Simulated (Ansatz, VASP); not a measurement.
This is a calculation of KI for VASP 6.6.1. 

INCAR

```
SYSTEM = KI
PREC = Accurate
ENCUT = 600
EDIFF = 1E-6
ISMEAR = -1
SIGMA = 0.05
LREAL = .FALSE.
LASPH = .TRUE.
NELM = 80
ALGO = Fast
ISIF = 3
LWAVE = .FALSE.
LCHARG = .FALSE.
GGA = RE
IBRION = 2
NSW = 40
EDIFFG = -0.005
```

KPOINTS

```
regular mesh
0
G
  7 7 7
  0 0 0
```

File POSCAR:

```
KI
1.0
    0.0000000000      3.5327750000      3.5327750000
    3.5327750000      0.0000000000      3.5327750000
    3.5327750000      3.5327750000      0.0000000000
I K
1 1
Direct
    0.5000000000      0.5000000000      0.5000000000
    0.0000000000      0.0000000000      0.0000000000
```

Potentials or basis: VASP PAW PBE potentials, release 64 (I, K_sv).

The run is started by

```bash
$ cat potpaw_PBE.64/I/POTCAR potpaw_PBE.64/K_sv/POTCAR > POTCAR
$ mpirun -np 1 vasp_std > vasp.out
```

**Question.** What does the same run look like in Ansatz 0.2.0? Potentials or basis there: Ansatz PAW, cutoff 420 eV.

**Answer.** As run (cutoffs and basis follow the program's own potentials, and thresholds, step limits or extra output files can differ):

The input input.yaml:

```yaml
crystal:
  lattice:
    - [0.0, 3.532775, 3.532775]
    - [3.532775, 0.0, 3.532775]
    - [3.532775, 3.532775, 0.0]
  atoms:
    - { symbol: I, position: [0.5, 0.5, 0.5] }
    - { symbol: K, position: [0.0, 0.0, 0.0] }
hamiltonian:
  xc: revpbe
  pseudopotentials: { kind: paw }
kpoints:
  mp_grid: { grid: [7, 7, 7] }
scf:
  occupations: { method: fermi_dirac, width: 0.05 }
output:
  forces: true
  stress: true
  eigenvalues: true
  write_density: true
  write_potential: true
  elf: true
  volumetric_format: npy
relax:
  f_tol: 0.01
  max_steps: 40
  cell: { stress_tol: 0.05 }
```

Potentials or basis: Ansatz PAW.

Command:

```console
$ ansatz run input.yaml --threads 2 --pin off --max-ram 5632MiB --backend cpu --events-out ev --progress --plain --runs-dir out
```

Both were run:

|  | VASP | Ansatz |
| --- | --- | --- |
| Relaxed volume | 50.50 Å³/atom | 50.38 Å³/atom |
| Relaxed cell | a = 5.227 Å, b = 5.227 Å, c = 5.227 Å, α = 60.00°, β = 60.00°, γ = 60.00° | a = 5.223 Å, b = 5.223 Å, c = 5.223 Å, α = 60.00°, β = 60.00°, γ = 60.00° |
| Space group after relaxing | Fm-3m (No. 225) | Fm-3m (No. 225) |
| Pressure after relaxing | 0.0 GPa | 0.0 GPa |

Ansatz's pressure holds a Pulay term of +0.01 GPa for its cutoff of 420 eV, which the other run lacks.

The potentials hold 16 and 26 valence electrons a cell.

VASP's potentials were made for PBE. Ansatz's potentials were made for PBE.

Where Ansatz's input types no cutoff or centring, it takes its own default and a Γ-centred mesh.

Pressure is positive in compression.
